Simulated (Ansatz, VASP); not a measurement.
# One calculation of As, two programs

```
As
1.0
     3.57162    0.00000    0.00000
    -1.78581    3.24777    0.00000
     0.00000    0.00000   28.57424
As
2
Direct
  0.33464 0.66927 0.47597
  0.66536 0.33073 0.52403
```

Change from the starting cell: strain along y +0.050, atoms relaxed.

Alike in both runs: functional PBE; dispersion D3(BJ); k mesh 9 × 9 × 1; occupations gaussian, width 0.02 eV; no spin polarisation.

Ansatz relaxed the structure, and its values are those at the end. VASP's run is a single point on that final structure, the one shown.

|  | VASP | Ansatz |
| --- | --- | --- |
| version | VASP 6.6.1 | Ansatz 0.2.0 |
| potentials or method | VASP PAW PBE potentials, release 64 (As) | scalar-relativistic, plane waves, PAW |
| plane-wave cutoff (eV) | 520 | 420 |
| valence electrons in the cell | 10 | 30 |

|  | VASP | Ansatz | Ansatz less VASP |
| --- | --- | --- | --- |
| gap on the k mesh at the Fermi level (eV) | 1.46 | 1.46 | -0.001 |
| least direct gap on the mesh (eV) | 1.53 | 1.55 | +0.015 |
| rms of the force components (eV/Å) | 0.047 | 0.000 | -0.0468 |

With one functional, cell and mesh, what is left measures potentials, basis and numerics. The two sets of potentials don't hold the same shells in valence. Ansatz warned: «stress_scf_threshold_loose».
